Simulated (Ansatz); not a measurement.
Input of an Ansatz 0.2.0 run:

The input input.yaml:

```yaml
crystal:
  lattice:
    - [2.82503, 0.0, 0.0]
    - [0.0, 2.82503, 0.0]
    - [0.0, 0.0, 2.82503]
  atoms:
    - { symbol: Hf, position: [0.505414, 0.496146, 0.495352] }
    - { symbol: "N", position: [-0.014175, 0.008048, -0.017044] }
kpoints:
  mp_grid: { grid: [9, 9, 9] }
scf:
  occupations: { method: fermi_dirac, width: 0.05 }
hamiltonian:
  xc: pbe
  pseudopotentials: { kind: all_electron, lapw: { basis_error: 0.001 } }
output:
  forces: true
  stress: true
  eigenvalues: true
  populations: true
```

Potentials or basis: all-electron LAPW, scalar-relativistic.

Launch:

```sh
$ ansatz run input.yaml --threads 1 --pin off --max-ram 3072MiB --backend cpu --events-out ev --progress --plain --runs-dir out
```

Question: Estimate the largest force.

Answer: 0.211 eV/Å.

Question: What does it give for the Loewdin charges?

Answer: Hf +0.75; N -0.70 e.

Question: Predict the band gap on the k mesh.

Answer: None (metal or under the smearing width).

Question: What does it give for the pressure?

Answer: 0.7 GPa.

Stress tensor (GPa, compression positive):
```
 0.64 -0.44  0.45
-0.44  0.75 -0.28
 0.45 -0.28  0.75
```

The run has no spin-orbit coupling, so splittings on Hf are missing.
